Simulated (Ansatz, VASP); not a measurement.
# MgO: VASP beside Ansatz

POSCAR

```
MgO
1.0
    3.4863778627      0.0000000000      0.0000000000
   -1.7431889314      3.0192917963      0.0000000000
    0.0000000000      0.0000000000      4.1780412200
Mg O
2 2
Direct
    0.6666666700      0.3333333300      0.7500000000
    0.3333333300      0.6666666700      0.2500000000
    0.6666666700      0.3333333300      0.2500000000
    0.3333333300      0.6666666700      0.7500000000
```

Contents of INCAR.step1:

```
SYSTEM = MgO
ALGO = Normal ; EDIFF = 1E-4
ENCUT = 600 ; GGA = PE
ISMEAR = 0 ; LASPH = .True.
LCHARG = .False. ; LREAL = .False.
LWAVE = .True. ; NELM = 80
PREC = Accurate ; SIGMA = 0.02
```

File INCAR.step2:

```
SYSTEM = MgO
ALGO = Normal ; EDIFF = 1E-6
EDIFFG = -0.005 ; ENCUT = 600
IBRION = 2 ; ISIF = 3
ISMEAR = 0 ; ISTART = 1
LASPH = .True. ; LCHARG = .False.
LMIXTAU = .True. ; LREAL = .False.
LWAVE = .False. ; METAGGA = R2SCAN
NELM = 80 ; NSW = 100
PREC = Accurate ; SIGMA = 0.02
```

The input KPOINTS:

```
k-points
0
Gamma
  6 6 6
  0 0 0
```

Input for Ansatz:

```yaml
crystal:
  lattice:
    - [3.4863778627, 0.0, 0.0]
    - [-1.7431889314, 3.0192917963, 0.0]
    - [0.0, 0.0, 4.17804122]
  atoms:
    - { symbol: Mg, position: [0.66666667, 0.33333333, 0.75] }
    - { symbol: Mg, position: [0.33333333, 0.66666667, 0.25] }
    - { symbol: O, position: [0.66666667, 0.33333333, 0.25] }
    - { symbol: O, position: [0.33333333, 0.66666667, 0.75] }
basis:
  ecutwfc: 500
kpoints:
  mp_grid: { grid: [6, 6, 6] }
hamiltonian:
  xc: r2scan
scf:
  occupations: { method: gaussian, width: 0.02 }
output:
  forces: true
  stress: true
  eigenvalues: true
relax:
  adjacent_minimum: "off"
  f_tol: 0.005
  max_steps: 80
  cell: { stress_tol: 0.05 }
```

Measurements of this composition are mostly on another form, of space group No. 225.

Alike in both runs: task relaxation of cell and atoms; functional r2SCAN; k mesh 6 × 6 × 6; occupations gaussian, width 0.02 eV; no spin polarisation.

|  | VASP | Ansatz |
| --- | --- | --- |
| version | VASP 6.6.1 | Ansatz 0.2.0 |
| potentials or method | VASP PAW PBE potentials, release 64 (Mg, O) | scalar-relativistic, plane waves, PAW |
| plane-wave cutoff (eV) | 600 | 500 |
| valence electrons in the cell | 16 | 32 |

Ansatz gave:

| Property | Result |
| --- | --- |
| gap on the k mesh at the Fermi level, each at its own relaxed structure (eV) | 4.09 |
| relaxed volume (Å³/atom) | 11.00 |
| relaxed cell length with the largest relative difference (Å) | 4.186 |

Which values does VASP return?

gap on the k mesh at the Fermi level, each at its own relaxed structure (eV): 4.12; relaxed volume (Å³/atom): 10.93; relaxed cell length with the largest relative difference (Å): 4.172.

The two sets of potentials don't hold the same shells in valence.

Caveats: the PAW data sets were made with another functional, which shifts forces and pressure a little (VASP). r2SCAN opens gaps a little over a GGA but as a rule still falls short of measured ones.
